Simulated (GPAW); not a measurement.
# SnTe (Fm-3m) in GPAW: notebook

Aim: see how the results for SnTe move with the level of theory and the settings. Levels: TPSS, PBE, r2SCAN+D3(BJ), BLYP+D3. Tasks: band structure, equation of state.

Everything below comes from runs of GPAW 26.7.0. Logs are shortened: lines on timing, memory, paths and dates and some standing lists are left out, and cuts for length are marked. The log counts tension as positive stress, the text compression.

**What was measured.**

A printed reference work, textbook reports, for a bulk crystal of SnTe at 300 K: band gap 0.18 eV (direct).

How close the calculation comes is told below.

## Step 1: The structure

It takes space group Fm-3m (No. 225, cubic). The conventional cell has a = 6.302 Å, b = 6.302 Å, c = 6.302 Å, α = 90.00°, β = 90.00°, γ = 90.00°. Te (site symmetry m-3m) is surrounded by 6 Sn at 3.15 Å. Around Sn (site symmetry m-3m) lie 6 Te at 3.15 Å.

## Step 2: Band structure, TPSS, spin-orbit coupling, no magnetisation

The input, run.py:

```python
import numpy as np
from ase.dft.bandgap import bandgap
from ase.io import write
from ase.spacegroup import crystal
from ase.units import GPa
from gpaw import GPAW, PW
from gpaw.spinorbit import soc_eigenstates

# Te 4b
# Sn 4a
atoms = crystal(['Te', 'Sn'],
                basis=[[0.5, 0.0, 0.0],
                       [0.0, 0.0, 0.0]],
                spacegroup=225, setting=1,  # Fm-3m
                cellpar=[6.3017, 6.3017, 6.3017, 90.0, 90.0, 90.0],
                primitive_cell=True)

calc = GPAW(mode=PW(600),
            xc='MGGA_X_TPSS+MGGA_C_TPSS',
            kpts={'size': (6, 6, 6), 'gamma': True},
            occupations={'name': 'fermi-dirac', 'width': 0.05},
            nbands=19,
            convergence={'density': 1e-05, 'energy': 1e-05},
            eigensolver='davidson',
            maxiter=150,
            txt='gpaw.txt')
atoms.calc = calc
energy = atoms.get_potential_energy()
forces = atoms.get_forces()
stress = atoms.get_stress()
calc.write('gs.gpw')
write('result.traj', atoms)
print(f'Energy: {energy:.6f} eV')
print('Forces (eV/A):')
print(forces.round(4))
print('Stress (GPa):', (stress / GPa).round(3))
print('Fermi level:', round(calc.get_fermi_level(), 4), 'eV')
print(f'Gap: {bandgap(calc)[0]:.4f} eV, direct: {bandgap(calc, direct=True)[0]:.4f} eV')

path = atoms.cell.bandpath('GXWKGLUWLK,UX', npoints=60, eps=1e-4)
bs_calc = calc.fixed_density(kpts=path, symmetry='off', nbands=32,
                             convergence={'bands': 'CBM+6.0', 'eigenstates': 1e-6}, txt='bands.txt')
bs = bs_calc.band_structure()
bs.write('bs.json')
print(f'Gap on the path: {bandgap(bs_calc)[0]:.4f} eV')

soc = soc_eigenstates(bs_calc, theta=0, phi=0, ignore_xc_potential=True)
np.savetxt('soc_bands.dat', soc.eigenvalues(), fmt='%.4f')
mesh = soc_eigenstates('gs.gpw', theta=0, phi=0, ignore_xc_potential=True)
np.savetxt('soc_mesh.dat', mesh.eigenvalues(), fmt='%.4f')
print('Fermi level with spin-orbit coupling:', round(mesh.fermi_level, 4), 'eV')
```

Potentials or basis: GPAW PAW data sets (gpaw-data 1.2.1), pw.

On the command line:

```bash
$ OMP_NUM_THREADS=1 python run.py
```

gpaw.txt:

```text
__  _  _
 | _ |_)|_||  |
 |__||  | ||/\| - 26.7.0

Input parameters:
  mode=PW(ecut=600.0),
  convergence={'density': 1e-05, 'energy': 1e-05},
  eigensolver=Davidson(niter=2),
  kpts=MonkhorstPack(size=(6, 6, 6), gamma=True),
  maxiter=150,
  nbands=19,
  occupations=Occupations(name='fermi-dirac', width=0.05),
  xc=XC(name='MGGA_X_TPSS+MGGA_C_TPSS')

Diagonalizing LCAO Hamiltonian
Converting LCAO to pw mode

                 Te

       Sn

Atoms  # Å, Bohr magnetons
|   | symbol |        x |        y |        z |    initial magnetic moments |
|---|--------|----------|----------|----------|-----------------------------|
| 0 |     Te | 3.150850 | 3.150850 | 3.150850 | ( 0.0000,  0.0000,  0.0000) |
| 1 |     Sn | 0.000000 | 0.000000 | 0.000000 | ( 0.0000,  0.0000,  0.0000) |

Unit cell  # Å
| periodic |        x |        y |        z |  lengths |    angles |
|----------|----------|----------|----------|----------|-----------|
|      yes | 0.000000 | 3.150850 | 3.150850 | 4.455975 | 60.000000 |
|      yes | 3.150850 | 0.000000 | 3.150850 | 4.455975 | 60.000000 |
|      yes | 3.150850 | 3.150850 | 0.000000 | 4.455975 | 60.000000 |

Number of symmetries: 48
[... 51 lines left out ...]

BZ-sampling:
  Number of BZ points: 216
  Number of IBZ points: 16

  Monkhorst-Pack size: [6, 6, 6]
  Monkhorst-Pack shift: [0.08333333333333333, 0.08333333333333333, 0.08333333333333333]

K-points  # in reciprocal-cell coordinates
|     |                                coordinates |     weight |
|-----|--------------------------------------------|------------|
|   0 | (  0.00000000,   0.00000000,   0.00000000) | 0.00462963 |
|   1 | (  0.16666667,   0.16666667,   0.00000000) | 0.02777778 |
|   2 | (  0.16666667,   0.16666667,   0.16666667) | 0.03703704 |
|   3 | (  0.33333333,   0.16666667,   0.16666667) | 0.05555556 |
|   4 | (  0.33333333,   0.33333333,  -0.33333333) | 0.05555556 |
|   5 | (  0.33333333,   0.33333333,   0.00000000) | 0.02777778 |
|   6 | (  0.33333333,   0.33333333,   0.16666667) | 0.11111111 |
|   7 | (  0.33333333,   0.33333333,   0.33333333) | 0.03703704 |
|   8 | (  0.50000000,   0.33333333,  -0.33333333) | 0.11111111 |
|   9 | (  0.50000000,   0.33333333,  -0.16666667) | 0.05555556 |
| ... |                                            |            |
|  15 | (  0.50000000,   0.50000000,   0.50000000) | 0.01851852 |

Plane wave coefficients: 2100
Cutoff: 600.0 eV

Spin-components: 1 (collinear spins)
Bands:           19
Projectors:      11
Spin-degeneracy: 2
Datatype:        complex128

Parallelization:
  kpt:    1
  domain: 1
  band:   1

Density:
  Valence electrons: 20.0
  Components: 1
  Grid points: [27 27 27]
  Charge: 0.0  # |e|

Potential:
  Grid points: [27 27 27]

species:
  Te:
    name:    Tellurium
    Z:       52.0
    valence: 6
    core:    46
    charge:  0.0  # [|e|]
    compensation charges:
      type: gauss
      rc: 0.36  # [Å]
      lmax: 2
    cutoffs:
      filter: 2.09  # [Å]
      core: 3.17  # [Å]
    projectors
    | kind |    occ | energy [eV] | rcut [Å] |
    |------|--------|-------------|----------|
    |   5s |  2.000 |     -15.089 |    1.180 |
    |   5p |  4.000 |      -5.955 |    1.196 |
    |    s |        |      12.123 |    1.180 |
    |    p |        |      21.256 |    1.196 |
    |    d |        |       0.000 |    1.238 |

    Using partial waves for Te as LCAO basis

  Sn:
    name:    Tin
    Z:       50.0
    valence: 14
    core:    36
    charge:  0.0  # [|e|]
    compensation charges:
      type: gauss
      rc: 0.38  # [Å]
      lmax: 2
    cutoffs:
      filter: 2.23  # [Å]
      core: 2.35  # [Å]
    projectors
    | kind |    occ | energy [eV] | rcut [Å] |
    |------|--------|-------------|----------|
    |   5s |  2.000 |     -10.538 |    1.201 |
    |   5p |  2.000 |      -3.696 |    1.270 |
    |   4d | 10.000 |     -25.845 |    1.185 |
    |    s |        |      16.674 |    1.201 |
    |    p |        |      23.515 |    1.270 |
    |    d |        |       1.367 |    1.185 |

    Using partial waves for Sn as LCAO basis

Reference energy: -352801.376741  # eV

eigensolver:
  Davidson
  Converge bands: occupied
  niter=2

density mixing:
  MSR1-Mixer
  Pratt-step length: 0.05
  Maximum mixing coefficient: 0.75
  Old densities: 10
  SVD Regularization: 0.005
  Good broyden scale: 1.0
  Trust region scale: 1.0
  Backstep threshold: 4.0
  History deletion threshold: 6.0
  Fourier metric: weight=20.0, sigma=0.015

occupation numbers:
  Fermi-Dirac:
    width: 0.0500  # eV

poisson solver:
  ecut: 4800.0  # eV

xc functional:
  name: MGGA_X_TPSS+MGGA_C_TPSS with 2 nearest neighbor stencil

convergence criteria:
- Maximum integral of absolute [dens]ity change: 1e-05 electrons / valence electron
- Maximum [total energy] change in last 3 cyles: 1e-05 eV / valence electron
- Maximum integral of absolute [eigenst]ate change: 4e-08 eV^2 / valence electron
maximum number of iterations: 150

SCF iterations
|iter     | |      energy | eigst |  dens |
|---------|-|-------------|-------|-------|
|iter:   1| |   78.452336 | +2.27 |       |
|iter:   2| |  -17.994980 | +0.10 | -0.88 |
|iter:   3| |  -18.593323 | -1.39 | -1.51 |
|iter:   4| |  -18.596556 | -2.16 | -1.50 |
|iter:   5| |  -18.543561 | -3.02 | -1.77 |
|iter:   6| |  -18.555884 | -3.47 | -1.93 |
|iter:   7| |  -18.547148 | -3.68 | -2.17 |
|iter:   8| |  -18.547257 | -5.10 | -3.02 |
|iter:   9| |  -18.547274c| -5.74 | -3.25 |
|iter:  10| |  -18.547276c| -6.75 | -3.68 |
|iter:  11| |  -18.547275c| -7.66c| -3.93 |
|iter:  12| |  -18.547274c| -7.53c| -4.06 |
|iter:  13| |  -18.547274c| -8.48c| -4.34 |
|iter:  14| |  -18.547274c| -9.43c| -5.07c|

Converged in 14 steps
Energy contributions relative to reference atoms: (reference = -352801.376741)

Energy contributions:
  Kinetic:           9.823227
  Coulomb:         -10.492389
  Zero:              0.393602
  External:          0.000000
  Xc:              -18.270580
  Entropy:          -0.002269
  Spinorbit:         0.000000
  ----------------------------
  Free energy:     -18.548409
  Extrapolated:    -18.547274

dipole moment: (-21.411308, -21.411308, -21.411308)  # |e|*Ang

Fermi level: 6.475
Eigenvalues  # (at kpt = [0.000, 0.000, 0.000])
| band index |      eig [eV] | occ [0-2] |
|------------|---------------|-----------|
|          0 |       -15.575 |     2.000 |
|        ... |               |           |
|          2 |       -15.572 |     2.000 |
|          3 |       -15.572 |     2.000 |
|          4 |       -15.572 |     2.000 |
|          5 |        -6.506 |     2.000 |
|          6 |         1.817 |     2.000 |
|          7 |         4.257 |     2.000 |
[... 9 lines left out ...]
|         17 |        13.510 |     0.000 |
|         18 |        13.511 |     0.000 |

Gap: 0.088 eV
Transition (v -> c):
  (s=0, k=15, n=9, [0.50, 0.50, 0.50]) -> (s=0, k=15, n=10, [0.50, 0.50, 0.50])
No difference between direct/indirect transitions

Forces  # eV/Ang
|        x |       y |        z |
|----------|---------|----------|
| -0.00000 | 0.00000 | -0.00000 |  # Te   0
|  0.00000 | 0.00000 |  0.00000 |  # Sn   1

Stress tensor  # eV/Ang^3
|         x |         y |         z |
|-----------|-----------|-----------|
| -0.009011 | -0.000000 | -0.000000 |
| -0.000000 | -0.009011 |  0.000000 |
| -0.000000 |  0.000000 | -0.009011 |

# Writing to gs.gpw (mode='')
```

It took 3.7 min on 1 thread of Arm Neoverse V1, shared host; peak memory 0.43 GiB.

Results:

| Quantity | Value |
| --- | --- |
| Free energy | -18.5484 eV |
| Pressure | 1.4 GPa |
| Band gap on the k mesh | 0.26 eV, direct |
| Band gap along the path | 0.26 eV, direct |

Levels at the corners of the path, in eV from the valence-band top:
| point | band 16 | band 17 | band 18 | band 19 | band 20 | band 21 | band 22 | band 23 | band 24 | band 25 |
| --- | --- | --- | --- | --- | --- | --- | --- | --- | --- | --- |
| Γ | -2.66 | -1.74 | -1.74 | -1.74 | -1.74 | 2.90 | 2.90 | 3.82 | 3.82 | 3.82 |
| X | -5.59 | -3.92 | -3.92 | -3.44 | -3.44 | 2.19 | 2.19 | 4.71 | 4.71 | 5.51 |
| W | -4.91 | -4.72 | -4.72 | -0.72 | -0.72 | 1.03 | 1.03 | 4.60 | 4.60 | 4.84 |
| K | -5.18 | -3.26 | -3.26 | -2.55 | -2.55 | 2.96 | 2.96 | 3.44 | 3.44 | 4.35 |
| Γ | -2.66 | -1.74 | -1.74 | -1.74 | -1.74 | 2.90 | 2.90 | 3.82 | 3.82 | 3.82 |
| L | -2.09 | -1.44 | -1.44 | 0.00 | 0.00 | 0.26 | 0.26 | 0.47 | 0.47 | 0.73 |
| U | -5.18 | -3.26 | -3.26 | -2.55 | -2.55 | 2.96 | 2.96 | 3.44 | 3.44 | 4.35 |
| W | -4.91 | -4.72 | -4.72 | -0.72 | -0.72 | 1.03 | 1.03 | 4.60 | 4.60 | 4.84 |
| L | -2.09 | -1.44 | -1.44 | 0.00 | 0.00 | 0.26 | 0.26 | 0.47 | 0.47 | 0.73 |
| K | -5.18 | -3.26 | -3.26 | -2.55 | -2.55 | 2.96 | 2.96 | 3.44 | 3.44 | 4.35 |
| U | -5.18 | -3.26 | -3.26 | -2.55 | -2.55 | 2.96 | 2.96 | 3.44 | 3.44 | 4.35 |
| X | -5.59 | -3.92 | -3.92 | -3.44 | -3.44 | 2.19 | 2.19 | 4.71 | 4.71 | 5.51 |

Caveat: spin-orbit coupling was added after a scalar SCF, so levels and gaps hold it while energy, forces, pressure and moments don't; this program's spin-orbit splittings come out too wide for heavy elements; the PAW data sets were made with another functional, which shifts forces and pressure a little.

## Step 3: Equation of state, PBE

The input, run.py:

```python
from ase import Atoms
from ase.eos import EquationOfState
from ase.io import Trajectory
from ase.units import GPa
from gpaw import GPAW, PW, setup_paths

setup_paths.insert(0, '.')

atoms = Atoms(['Te', 'Sn'],
              cell=[[0.0, 3.15085, 3.15085],
                    [3.15085, 0.0, 3.15085],
                    [3.15085, 3.15085, 0.0]],
              scaled_positions=[[0.5, 0.5, 0.5],
                                [0.0, 0.0, 0.0]],
              pbc=True)

traj = Trajectory('eos.traj', 'w')
volumes, energies = [], []
for x in [0.94, 0.96, 0.98, 1.0, 1.02, 1.04, 1.06]:
    a = atoms.copy()
    a.set_cell(atoms.cell * x**(1 / 3), scale_atoms=True)
    calc = GPAW(mode=PW(600),
                xc='PBE',
                kpts={'size': (6, 6, 6), 'gamma': True},
                occupations={'name': 'fermi-dirac', 'width': 0.05},
                nbands=19,
                convergence={'density': 1e-05, 'energy': 1e-05},
                maxiter=150,
                txt=f'eos-{x:.2f}.txt')
    a.calc = calc
    energies.append(a.get_potential_energy(force_consistent=True))
    volumes.append(a.get_volume())
    p = -a.get_stress()[:3].mean() / GPa
    calc.write(f'eos-{x:.2f}.gpw')
    traj.write(a)
    print(f'{x:.2f} {volumes[-1]:10.4f} A^3 {energies[-1]:14.6f} eV {p:9.3f} GPa', flush=True)

v0, e0, B = EquationOfState(volumes, energies, eos='birchmurnaghan').fit()
print(f'V0 = {v0:.4f} A^3, E0 = {e0:.6f} eV, B0 = {B / GPa:.2f} GPa')
```

Potentials or basis: PAW data sets generated in the run's folder for this functional, pw.

On the command line:

```bash
$ gpaw-setup -f PBE Sn Te
$ OMP_NUM_THREADS=1 python run.py
```

Output:

```text
__  _  _
 | _ |_)|_||  |
 |__||  | ||/\| - 26.7.0

Input parameters:
  mode=PW(ecut=600.0),
  convergence={'density': 1e-05, 'energy': 1e-05},
  kpts=MonkhorstPack(size=(6, 6, 6), gamma=True),
  maxiter=150,
  nbands=19,
  occupations=Occupations(name='fermi-dirac', width=0.05),
  xc=XC(name='PBE')

Diagonalizing LCAO Hamiltonian
Converting LCAO to pw mode

                Te

       Sn

Atoms  # Å, Bohr magnetons
|   | symbol |        x |        y |        z |    initial magnetic moments |
|---|--------|----------|----------|----------|-----------------------------|
| 0 |     Te | 3.108266 | 3.108266 | 3.108266 | ( 0.0000,  0.0000,  0.0000) |
| 1 |     Sn | 0.000000 | 0.000000 | 0.000000 | ( 0.0000,  0.0000,  0.0000) |

Unit cell  # Å
| periodic |        x |        y |        z |  lengths |    angles |
|----------|----------|----------|----------|----------|-----------|
|      yes | 0.000000 | 3.108266 | 3.108266 | 4.395752 | 60.000000 |
|      yes | 3.108266 | 0.000000 | 3.108266 | 4.395752 | 60.000000 |
|      yes | 3.108266 | 3.108266 | 0.000000 | 4.395752 | 60.000000 |

Number of symmetries: 48
[... 51 lines left out ...]

BZ-sampling:
  Number of BZ points: 216
  Number of IBZ points: 16

  Monkhorst-Pack size: [6, 6, 6]
  Monkhorst-Pack shift: [0.08333333333333333, 0.08333333333333333, 0.08333333333333333]

K-points  # in reciprocal-cell coordinates
|     |                                coordinates |     weight |
|-----|--------------------------------------------|------------|
|   0 | (  0.00000000,   0.00000000,   0.00000000) | 0.00462963 |
|   1 | (  0.16666667,   0.16666667,   0.00000000) | 0.02777778 |
|   2 | (  0.16666667,   0.16666667,   0.16666667) | 0.03703704 |
|   3 | (  0.33333333,   0.16666667,   0.16666667) | 0.05555556 |
|   4 | (  0.33333333,   0.33333333,  -0.33333333) | 0.05555556 |
|   5 | (  0.33333333,   0.33333333,   0.00000000) | 0.02777778 |
|   6 | (  0.33333333,   0.33333333,   0.16666667) | 0.11111111 |
|   7 | (  0.33333333,   0.33333333,   0.33333333) | 0.03703704 |
|   8 | (  0.50000000,   0.33333333,  -0.33333333) | 0.11111111 |
|   9 | (  0.50000000,   0.33333333,  -0.16666667) | 0.05555556 |
| ... |                                            |            |
|  15 | (  0.50000000,   0.50000000,   0.50000000) | 0.01851852 |

Plane wave coefficients: 2044
Cutoff: 600.0 eV

Spin-components: 1 (collinear spins)
Bands:           19
Projectors:      11
Spin-degeneracy: 2
Datatype:        complex128

Parallelization:
  kpt:    1
  domain: 1
  band:   1

Density:
  Valence electrons: 20.0
  Components: 1
  Grid points: [25 25 25]
  Charge: 0.0  # |e|

Potential:
  Grid points: [25 25 25]

species:
  Te:
    name:    Tellurium
    Z:       52.0
    valence: 6
    core:    46
    charge:  0.0  # [|e|]
    compensation charges:
      type: gauss
      rc: 0.36  # [Å]
      lmax: 2
    cutoffs:
      filter: 2.09  # [Å]
      core: 3.17  # [Å]
    projectors
    | kind |    occ | energy [eV] | rcut [Å] |
    |------|--------|-------------|----------|
    |   5s |  2.000 |     -15.089 |    1.180 |
    |   5p |  4.000 |      -5.955 |    1.196 |
    |    s |        |      12.123 |    1.180 |
    |    p |        |      21.256 |    1.196 |
    |    d |        |       0.000 |    1.238 |

    Using partial waves for Te as LCAO basis

  Sn:
    name:    Tin
    Z:       50.0
    valence: 14
    core:    36
    charge:  0.0  # [|e|]
    compensation charges:
      type: gauss
      rc: 0.38  # [Å]
      lmax: 2
    cutoffs:
      filter: 2.23  # [Å]
      core: 2.35  # [Å]
    projectors
    | kind |    occ | energy [eV] | rcut [Å] |
    |------|--------|-------------|----------|
    |   5s |  2.000 |     -10.538 |    1.201 |
    |   5p |  2.000 |      -3.696 |    1.270 |
    |   4d | 10.000 |     -25.845 |    1.185 |
    |    s |        |      16.674 |    1.201 |
    |    p |        |      23.515 |    1.270 |
    |    d |        |       1.367 |    1.185 |

    Using partial waves for Sn as LCAO basis

Reference energy: -352801.379634  # eV

eigensolver:
  PPCG
  Converge bands: occupied
  niter=2

density mixing:
  MSR1-Mixer
  Pratt-step length: 0.05
  Maximum mixing coefficient: 0.75
  Old densities: 10
  SVD Regularization: 0.005
  Good broyden scale: 1.0
  Trust region scale: 1.0
  Backstep threshold: 4.0
  History deletion threshold: 6.0
  Fourier metric: weight=20.0, sigma=0.015

occupation numbers:
  Fermi-Dirac:
    width: 0.0500  # eV

poisson solver:
  ecut: 4800.0  # eV

xc functional:
  name: PBE with 2 nearest neighbor stencil

convergence criteria:
- Maximum integral of absolute [dens]ity change: 1e-05 electrons / valence electron
- Maximum [total energy] change in last 3 cyles: 1e-05 eV / valence electron
- Maximum integral of absolute [eigenst]ate change: 4e-08 eV^2 / valence electron
maximum number of iterations: 150

SCF iterations
|iter     | |      energy | eigst |  dens |
|---------|-|-------------|-------|-------|
|iter:   1| |   -7.786600 | -0.09 |       |
|iter:   2| |   -7.783123 | -2.30 | -1.51 |
|iter:   3| |   -7.760339 | -2.74 | -1.54 |
|iter:   4| |   -7.761458 | -3.84 | -2.12 |
|iter:   5| |   -7.761642 | -4.75 | -2.64 |
|iter:   6| |   -7.761655c| -6.22 | -3.29 |
|iter:   7| |   -7.761655c| -7.63c| -4.20 |
|iter:   8| |   -7.761655c| -7.71c| -4.82 |
|iter:   9| |   -7.761655c| -8.18c| -5.91c|

Converged in 9 steps
Energy contributions relative to reference atoms: (reference = -352801.379634)

Energy contributions:
  Kinetic:          18.196832
  Coulomb:         -17.560951
  Zero:              0.145508
  External:          0.000000
  Xc:               -8.542319
  Entropy:          -0.001452
  Spinorbit:         0.000000
  ----------------------------
  Free energy:      -7.762381
  Extrapolated:     -7.761655

dipole moment: (-21.085354, -21.085354, -21.085354)  # |e|*Ang

Fermi level: 7.048
Eigenvalues  # (at kpt = [0.000, 0.000, 0.000])
| band index |      eig [eV] | occ [0-2] |
|------------|---------------|-----------|
|          0 |       -14.964 |     2.000 |
|        ... |               |           |
|          2 |       -14.954 |     2.000 |
|          3 |       -14.954 |     2.000 |
|          4 |       -14.954 |     2.000 |
|          5 |        -6.139 |     2.000 |
|          6 |         2.470 |     2.000 |
|          7 |         4.695 |     2.000 |
[... 9 lines left out ...]
|         17 |        13.906 |     0.000 |
|         18 |        13.906 |     0.000 |

Gap: 0.234 eV
Transition (v -> c):
  (s=0, k=15, n=9, [0.50, 0.50, 0.50]) -> (s=0, k=15, n=10, [0.50, 0.50, 0.50])
No difference between direct/indirect transitions

Stress tensor  # eV/Ang^3
|         x |         y |         z |
|-----------|-----------|-----------|
| -0.026410 | -0.000000 | -0.000000 |
| -0.000000 | -0.026410 |  0.000000 |
| -0.000000 |  0.000000 | -0.026410 |

# Writing to eos-0.96.gpw (mode='')
```

It took 94 s on 1 thread of Arm Neoverse V1, shared host; peak memory 0.25 GiB.

What came out:

- Equilibrium volume: 32.74 Å³/atom
- Bulk modulus: 40 GPa
- Pressure derivative of the bulk modulus: 4.9

Energy against volume, from the lowest point:
| volume (Å³/atom) | energy (meV/atom) |
| --- | --- |
| 29.404 | 51.92 |
| 30.030 | 32.82 |
| 30.656 | 18.59 |
| 31.281 | 8.67 |
| 31.907 | 2.62 |
| 32.532 | 0.00 |
| 33.158 | 0.48 |

(Continued in part 2 of 2.)
